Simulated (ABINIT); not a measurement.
BAs:

```
CELL_PARAMETERS angstrom
0.00000 2.38850 2.38850
2.38850 0.00000 2.38850
2.38850 2.38850 0.00000
ATOMIC_POSITIONS crystal
As 0.75000 0.75000 0.75000
B 0.00000 0.00000 0.00000
```

Base run:

- Program: ABINIT 10.8.3 (patched build)
- Functional: SCAN
- Potentials or basis: JTH PAW PBE v2.0
- Cutoff: 490 eV
- k mesh: 10 × 10 × 10
- Occupations: fermi-dirac, width 0.05 eV
- Spin: no spin polarisation

Its results: band gap on the k mesh 1.41 eV, indirect (least direct gap 3.59 eV); pressure -0.7 GPa.

The run is repeated on the same cell with these changes: functional from SCAN to PBEsol. What comes out?

Band gap on the k mesh 1.08 eV, indirect (least direct gap 3.24 eV); pressure -0.7 GPa.

SCAN gives the wider gap, since meta-GGAs in the generalised Kohn-Sham scheme recover part of the derivative discontinuity.

Caveats: the PAW data sets were made with another functional, which shifts forces and pressure a little.

A k mesh can miss the band edges.
